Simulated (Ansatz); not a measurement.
SiC, space group P6_3mc: an equation of state with a fit, run with Ansatz's Python interface.

The script, `eos.py`:
```python
"""Energy against volume for SiC, with a fit."""

import argparse

import ansatz as az
import numpy as np
from pymatgen.analysis.eos import EOS

parser = argparse.ArgumentParser(description="Energy against volume for SiC, with a fit.")
parser.add_argument("--occupations", required=True, help="how the bands are filled")
parser.add_argument("--xc", default="pbesol", help="exchange-correlation functional")
parser.add_argument("--cutoff", type=float, required=True, help="plane-wave cutoff (eV)")
parser.add_argument("--kgrid", type=int, nargs=3, default=[12, 12, 4], help="k-point sampling")
args = parser.parse_args()

vectors0 = np.array([
    [3.076, 0.0, 0.0],
    [-1.538, 2.663894, 0.0],
    [0.0, 0.0, 5.048],
])
sites = [
    ("Si", (1 / 3, 2 / 3, 0.0)),
    ("Si", (2 / 3, 1 / 3, 0.5)),
    ("C", (1 / 3, 2 / 3, 0.385)),
    ("C", (2 / 3, 1 / 3, 0.885)),
]


def crystal_on(cell):
    crystal = az.Crystal(lattice=az.Lattice.of(cell))
    for symbol, position in sites:
        crystal = crystal.atom(symbol, position)
    return crystal


def main() -> None:
    # uniform scaling of the cell
    volumes, energies = [], []
    for scale in np.linspace(0.9, 1.1, 9):
        cell = vectors0 * scale ** (1 / 3)
        calc = (
            crystal_on(cell).calculation()
            .occupations(args.occupations)
            .pseudopotentials("paw")
            .functional(args.xc)
            .basis(args.cutoff)
            .kpoints(*args.kgrid)
        )
        data = calc.run(threads=1).report
        volumes.append(abs(np.linalg.det(cell)) / len(sites))
        energies.append(data["free_energy_ev"] / len(sites))
        print(f"V = {volumes[-1]:8.4f} A^3/atom  F = {energies[-1]:.5f} eV/atom")

    for form in ["vinet", "murnaghan", "pourier_tarantola"]:
        fit = EOS(eos_name=form).fit(volumes, energies)
        print(f"{form:18s} V0 {fit.v0:8.4f} A^3/atom  B0 {fit.b0_GPa:7.1f} GPa  B1 {fit.b1:5.2f}")


if __name__ == "__main__":
    main()
```

Its results, one of them left out:

| V (Å³/atom) | F less the lowest row shown (meV/atom) |
| --- | --- |
| 9.307 | 87.04 |
| 9.565 | 47.22 |
| 9.824 | ? |
| 10.082 | 5.12 |
| 10.341 | 0.00 |
| 10.600 | 3.90 |
| 10.858 | 15.78 |
| 11.117 | 34.71 |
| 11.375 | 59.88 |

What is the missing energy at 9.824 Å³ an atom?

A third-order Birch-Murnaghan fit, E = E0 + (9 V0 B0 / 16) [(t - 1)³ B' + (t - 1)² (6 - 4t)] with t = (V0/V)^(2/3), through the 8 rows shown gives V0 = 10.353 Å³, B0 = 221.9 GPa, B' = 3.88 and E0 = 0.00 meV. At V = 9.824 Å³, t = 1.03560, and the fit interpolates to 20.41 meV. The run gave 20.42 meV, a miss of 0.01 meV.

Caveats:
- Shape and fractional positions are held along the curve, so the bulk modulus is an upper value where they are free to relax.
- The structure is a deposited one; some such entries were measured under pressure or heat, so a shift against it needn't be the functional's error alone.
- Finished in 37 s on 1 thread of Intel(R) Xeon(R) Platinum 8259CL CPU @ 2.50GHz (Skylake/Cascade Lake), with other jobs on the host, peak memory 0.5 GiB.
